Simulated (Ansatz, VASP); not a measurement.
# InGa7As8: VASP beside Ansatz, part 2 of 2

Aim: how closely do two programs agree when they are given the same cell, functional and k mesh? The cell is taken from a series of runs on this material, whose earlier steps may have relaxed, scaled, displaced or heated it; both programs get it as it stands.

VASP 6.6.1 and Ansatz 0.2.0.

So far: The starting structure; VASP: relaxation of cell and atoms, PBEsol.

## (3) Ansatz: relaxation of cell and atoms, PBEsol

Level of this step: Ansatz beside VASP: Kohn-Sham DFT, plane waves, PBEsol (Ansatz).

Ansatz runs on its PAW soft_1 files.

The same cell, functional, mesh and smearing now go to Ansatz.

Contents of input.yaml:

```yaml
crystal:
  lattice:
    - [0.0, 5.703625, 5.703625]
    - [5.703625, 0.0, 5.703625]
    - [5.703625, 5.703625, 0.0]
  atoms:
    - { symbol: In, position: [0.0, 0.0, 0.0] }
    - { symbol: As, position: [0.375, 0.375, 0.375] }
    - { symbol: As, position: [0.375, 0.375, 0.875] }
    - { symbol: As, position: [0.375, 0.875, 0.375] }
    - { symbol: As, position: [0.375, 0.875, 0.875] }
    - { symbol: As, position: [0.875, 0.375, 0.375] }
    - { symbol: As, position: [0.875, 0.375, 0.875] }
    - { symbol: As, position: [0.875, 0.875, 0.375] }
    - { symbol: As, position: [0.875, 0.875, 0.875] }
    - { symbol: Ga, position: [0.0, 0.0, 0.5] }
    - { symbol: Ga, position: [0.0, 0.5, 0.0] }
    - { symbol: Ga, position: [1.0, 0.5, 0.5] }
    - { symbol: Ga, position: [0.5, 0.0, 0.0] }
    - { symbol: Ga, position: [0.5, 1.0, 0.5] }
    - { symbol: Ga, position: [0.5, 0.5, 0.0] }
    - { symbol: Ga, position: [0.5, 0.5, 0.5] }
kpoints:
  mp_grid: { grid: [4, 4, 4] }
scf:
  occupations: { method: fermi_dirac, width: 0.02 }
hamiltonian:
  xc: pbesol
  pseudopotentials: { kind: paw, azcp: { folder: soft_1 }, xc_functional: pbe }
basis:
  ecutwfc: 600
output:
  forces: true
  stress: true
relax:
  f_tol: 0.005
  max_steps: 70
  cell: { stress_tol: 0.02, p_target: 0 }
```

The run is started by

```bash
$ ansatz run input.yaml --threads 4 --pin off --max-ram 10240MiB --backend cpu --events-out ev --progress --plain --runs-dir out
```

Numbers of over 12 decimals in the logs are rounded to 6 here.

What it wrote:

```text
Engine: ansatz 0.2.0, aarch64-unknown-linux-gnu
Pseudopotentials: kind: paw
Pseudopotential: In, paw, valence charge 13, recommended cutoff 420 eV (normal), soft_1/In.paw.azcp
Pseudopotential: As, paw, valence charge 15, recommended cutoff 420 eV (normal), soft_1/As.paw.azcp
Pseudopotential: Ga, paw, valence charge 13, recommended cutoff 420 eV (normal), soft_1/Ga.paw.azcp
Functional definition: PBEsol
  exchange = pbesol_x
  correlation = pbesol_c
Crystal: 16 atoms, lattice volume = 371.093 Å³
Basis set: ecut = 600 eV, 12339 PW (Γ), exchange–correlation on 144×144×144 points (8 copies of the dense FFT grid, shifted against one another)
Bands: 135, of which v1, the nominal top of the filled ones, is band 112 counted from 1 (111 counted from 0)
Symmetry: 24 space group operations
Space group: F-43m (ITA 216), of the structure as read, at distance tolerance 7.2e-5 Å
k-points: 8 of 64 (time reversal used)
Non-local potential: In, projectors of the file, l = 0: 2, l = 1: 2, l = 2: 2, l = 3: 1
Non-local potential: As, projectors of the file, l = 0: 2, l = 1: 2, l = 2: 3, l = 3: 1
Non-local potential: Ga, projectors of the file, l = 0: 2, l = 1: 2, l = 2: 3, l = 3: 1
PAW form: soft (Blöchl's): semilocal exchange-correlation on the pseudo side does not see the compensation charge
PAW frozen core: In, regenerated for the run's functional, and the local potential with it (the file was generated under x = pbe(κ = 0.804, μ = 0.219515), c = pbe(β = 0.066725))
PAW frozen core: As, regenerated for the run's functional, and the local potential with it (the file was generated under x = pbe(κ = 0.804, μ = 0.219515), c = pbe(β = 0.066725))
PAW frozen core: Ga, regenerated for the run's functional, and the local potential with it (the file was generated under x = pbe(κ = 0.804, μ = 0.219515), c = pbe(β = 0.066725))
PAW one-centre angular grid: In, 590 points (default); XC on 64 Gauss nodes
PAW one-centre angular grid: As, 590 points (default); XC on 64 Gauss nodes
PAW one-centre angular grid: Ga, 590 points (default); XC on 64 Gauss nodes
Initial density: superposition of atomic densities (chi_scale 0.1, normalization cell, long waves kept (reshape's long-wave potential 0.01 eV rms))
Initial wavefunctions: pseudopotential atomic-orbital guess
Functional: x = pbesol(κ = 0.804, μ = 0.123457), c = pbesol(β = 0.046)
SCF iter   1: F=—  HF=-70237.364880 eV  |F-HF|=—  |Δ(HF+E_count)|=         —  Δρ=4.13e-2  dr2=3.61e0  ethr=3.10e-3  ⟨swp⟩=6.1  Hψ=3630  notcnv=0  defer=3
preconditioner: auto → Resta (q_TF=auto, 2.508 Å⁻¹)  ε∞=3.5  [insulator: Δε(μ)=0.331 eV  Ē_g=14.599 eV  σ=0.020 eV  W_gap=1.00  n_scr=112 (ndim 8)  ℏωp=23.1 eV  f_vac=0.001  D(μ)=0.00/eV (n_scr^D=0)  ε∞_Penn≈3.5]
SCF iter   2: F=—  HF=-70236.805525 eV  |F-HF|=—  |Δ(HF+E_count)|=   5.59e-1  Δρ=2.27e-2  dr2=1.28e0  ethr=1.61e-3  ⟨swp⟩=2.0  Hψ=1308  notcnv=0  defer=123
SCF iter   3: F=—  HF=-70236.491256 eV  |F-HF|=—  |Δ(HF+E_count)|=   3.14e-1  Δρ=2.25e-3  dr2=2.82e-2  ethr=5.70e-4  ⟨swp⟩=3.0  Hψ=1593  notcnv=0  defer=123
SCF iter   4: F=—  HF=-70236.483146 eV  |F-HF|=—  |Δ(HF+E_count)|=   8.11e-3  Δρ=1.88e-3  dr2=1.03e-2  ethr=1.26e-5  ⟨swp⟩=2.1  Hψ=1916  notcnv=0  defer=123
SCF iter   5: F=—  HF=-70236.485657 eV  |F-HF|=—  |Δ(HF+E_count)|=   2.51e-3  Δρ=7.71e-4  dr2=2.66e-3  ethr=4.61e-6  ⟨swp⟩=2.0  Hψ=1594  notcnv=0  defer=123
SCF iter   6: F=—  HF=-70236.486233 eV  |F-HF|=—  |Δ(HF+E_count)|=   5.76e-4  Δρ=3.22e-4  dr2=3.14e-4  ethr=1.19e-6  ⟨swp⟩=2.0  Hψ=1861  notcnv=0  defer=123
SCF iter   7: F=—  HF=-70236.486321 eV  |F-HF|=—  |Δ(HF+E_count)|=   8.80e-5  Δρ=5.79e-5  dr2=1.19e-5  ethr=1.40e-7  ⟨swp⟩=2.0  Hψ=1533  notcnv=0  defer=123
SCF iter   8: F=—  HF=-70236.486415 eV  |F-HF|=—  |Δ(HF+E_count)|=   9.40e-5  Δρ=1.66e-5  dr2=6.84e-7  ethr=5.32e-9  ⟨swp⟩=2.0  Hψ=1946  notcnv=0  defer=123
SCF iter   9: F=—  HF=-70236.486416 eV  |F-HF|=—  |Δ(HF+E_count)|=   1.18e-6  Δρ=6.58e-6  dr2=1.19e-7  ethr=4.46e-11  ⟨swp⟩=4.4  Hψ=3661  notcnv=0
SCF iter  10: F=-70236.486416 eV  HF=-70236.486416 eV  |F-HF|=4.41e-8  |Δ(HF+E_count)|=   1.53e-7  Δρ=2.39e-6  dr2=2.48e-8  ethr=4.46e-11  ⟨swp⟩=4.0  Hψ=3434  notcnv=0
SCF 1 converged in 10 iterations: F = -70236.486416 eV  dr2 = 2.48e-8
  greatest PAW one-centre occupation: 0.999 electrons in one spin orbital (limit 2), on the As atom at site 2 (counted from 0), in its partial waves of l = 2
relax step   1: F+E_penalty+E_count = -70236.48641592 eV  Δ(F+E_penalty+E_count) = +0.000e0 eV  max|allowed force component| = 8.539e-1 eV/Å  Δτ_max = 0.0000 Å  P = +0.767 GPa  Ω = 371.093 Å³  (10 SCF iters, dr2 threshold 1.00e-7 eV, accepted)
[...]
relax step   3: F+E_penalty+E_count = -70236.76210173 eV  Δ(F+E_penalty+E_count) = -5.074e-2 eV  max|allowed force component| = 4.112e-2 eV/Å  Δτ_max = 0.0375 Å  P = -0.116 GPa  Ω = 373.835 Å³  energy of the carried Pulay correction = -3.928e-5 eV  (6 SCF iters, dr2 threshold 1.60e-6 eV, accepted)
[...]
relax step   4: F+E_penalty+E_count = -70236.76342626 eV  Δ(F+E_penalty+E_count) = -1.325e-3 eV  max|allowed force component| = 4.887e-3 eV/Å  Δτ_max = 0.0063 Å  P = -0.011 GPa  Ω = 373.331 Å³  energy of the carried Pulay correction = -3.208e-5 eV  (6 SCF iters, dr2 threshold 1.06e-7 eV, accepted)
[...]
relax step   5: F+E_penalty+E_count = -70236.76345662 eV  Δ(F+E_penalty+E_count) = -3.036e-5 eV  max|allowed force component| = 4.891e-3 eV/Å  Δτ_max = 0.0000 Å  P = -0.011 GPa  Ω = 373.331 Å³  stress off target by 1.10e-2 GPa  SCF on the basis re-selected at this cell (its energy is not comparable with the rows above)  (6 SCF iters)
basis re-selected at this cell: Δ(F+E_penalty+E_count) = -3.036e-5 eV, ΔP = +0.000 GPa vs the last step (what re-selecting the basis moved, of the pressure what is left beyond the Pulay correction that the steps carried, after the strain that the cell walked since its last selection, with what the two solves' SCF thresholds leave and, on support functions, any second-order correction that the steps lacked; it is no m [...]
SCF converged after 6 iterations
Free energy (F): -70236.763457 eV
Harris-Foulkes:  -70236.763457 eV  (|F-HF|=1.46e-11)
Internal energy: -70236.763323 eV  (E = F + TS)
E sigma→0 (E₀):  -70236.763390 eV
Entropy (-TS):   -0.000134 eV (-0.008 meV/atom)
Fermi energy:    7.804520 eV
--- Per-component energies (eV) ---
  E_band       = -2598.706325
  E_kinetic    = 1784.743609
  E_local      = -29233.237324  (includes V_loc(G=0)·N_el)
  E_nonlocal   = -3450.100807
  E_hartree    = 16704.391245
  E_xc         = -1141.218285
  E_vxc        = -1071.738314  (∫ρ·V_xc dr)
  E_paw        = -33573.794557  (= ΣΔE_a)
  E_vpaw       = -4037.155452  (= ΣTr[D̂ρ^β])
  E_aug_tail   = -0.000050  (compensation charges beyond the density's cutoff)
  E_ewald      = -21341.555353
  E_core_change = 14.008199  (= ΣΔE_core)
  E_smearing   = -0.000134  (= −TS)
  E_closure    = 0.000000  (closes the sum)
  Σ components = -70236.763457   (vs F -70236.763457, Δ=0.00e0)
--- Forces (eV/Å), atoms counted from 1 ---
  atom   1  In    -0.00000000     0.00000000     0.00000000
  atom   2  As     0.00129333     0.00129333     0.00129333
  atom   3  As    -0.00129333    -0.00129333     0.00129333
  atom   4  As    -0.00129333     0.00129333    -0.00129333
  atom   5  As    -0.00489088     0.00489088     0.00489088
  atom   6  As     0.00129333    -0.00129333    -0.00129333
  atom   7  As     0.00489088    -0.00489088     0.00489088
  atom   8  As     0.00489088     0.00489088    -0.00489088
  atom   9  As    -0.00489088    -0.00489088    -0.00489088
  atom  10  Ga    -0.00000000     0.00000000    -0.00438653
  atom  11  Ga    -0.00000000    -0.00438653     0.00000000
  atom  12  Ga     0.00438653     0.00000000     0.00000000
  atom  13  Ga    -0.00438653     0.00000000     0.00000000
  atom  14  Ga     0.00000000     0.00438653     0.00000000
  atom  15  Ga     0.00000000     0.00000000     0.00438653
  atom  16  Ga     0.00000000     0.00000000     0.00000000
  max |Σ_I F_I| component: 3.06e-17 eV/Å
--- Stress (GPa, compression-positive) ---
       -0.011010      -0.000000      -0.000000
        0.000000      -0.011010       0.000000
       -0.000000       0.000000      -0.011010
  P = ⅓ Tr σ = -0.0110 GPa (-0.110 kbar)
--- Relaxed structure (4 steps of the walk, 4 accepted, 1 SCFs on fresh bases) ---
  F+E_penalty+E_count = -70236.76345662 eV   max|allowed force component| = 4.891e-3 eV/Å   (the final SCF, on the basis selected at the relaxed cell)
  cell:  # Å, volume = 373.3313 Å³
    - [0, 5.715069, 5.715069]
    - [5.715069, 0, 5.715069]
    - [5.715069, 5.715069, 0]
  atoms:
    - { symbol: In, position: [-2.1622739419268574e-19, 0, 0] }
    - { symbol: As, position: [0.374996, 0.374996, 0.374996] }
    - { symbol: As, position: [0.374996, 0.374996, 0.875012] }
    - { symbol: As, position: [0.374996, 0.875012, 0.374996] }
    - { symbol: As, position: [0.389519, 0.870160351673, 0.870160] }
    - { symbol: As, position: [0.875012, 0.374996, 0.374996] }
    - { symbol: As, position: [0.870160351673, 0.389519, 0.870160] }
    - { symbol: As, position: [0.870160351673, 0.870160351673, 0.389519] }
    - { symbol: As, position: [0.870160351673, 0.870160351673, 0.870160351673] }
    - { symbol: Ga, position: [0.000121652, 0.000121652, 0.499878] }
    - { symbol: Ga, position: [0.000121652, 0.499878, 0.000121652] }
    - { symbol: Ga, position: [1.000122, 0.499878, 0.499878] }
    - { symbol: Ga, position: [0.499878, 0.000121652, 0.000121652] }
    - { symbol: Ga, position: [0.499878, 1.000122, 0.499878] }
    - { symbol: Ga, position: [0.499878, 0.499878, 0.000121652] }
    - { symbol: Ga, position: [0.500000, 0.500000, 0.500000] }
```

Reading the cycles: dr2 is the Hartree energy of the density residual (eV), the measure of convergence; HF is the Harris–Foulkes estimate of the energy, which meets the free energy F at convergence.

## (4) Comparison

Known differences besides the potentials themselves: the data sets hold 224 valence electrons in Ansatz (on its PAW soft_1 files) and 144 in VASP; the cutoff is 600 eV in Ansatz and 500 eV in VASP; Ansatz makes its cores anew for this functional, VASP keeps those of its PBE data sets; Ansatz adds a Pulay correction to the stress that steers its cell, VASP none. Total energies have different zeros and are not compared.

Both answers:

```csv
quantity,Ansatz,VASP,difference
volume (Å³),373.33,374.07,-0.20 %
"edge a after relaxation, in the typed setting (Å)",8.082,8.088,-0.07 %
```

## (5) Outcome

```json
{"difference in volume (relaxation of cell and atoms, PBEsol)": "-0.20 %"}
```

What this shows: The difference in volume is -0.20 % (relaxation of cell and atoms, PBEsol), within the 1.2 % picked in this series as the mark of a large difference, as far as the stopping tolerances let one tell. The data sets hold unlike numbers of valence electrons (224 in Ansatz and 144 in VASP), so part of the differences comes from the potentials. 1 further run of this series is not shown here. Such differences can come from data sets, numerical settings and the points named under the comparisons, not from the functional's error against experiment.

[Lines on the potential files, build, host, timing and source positions are cut from VASP's logs without a mark.]

[Logs are printed without paths, hosts, clocks, repeated set-up lines and the standing remarks that a program may print on its own settings, such as how far it seeks lower states.]

[Hosts, paths, dates, database ids (printed as entryN), source tags and the programs' standing remarks are cut or masked in the printed files.]
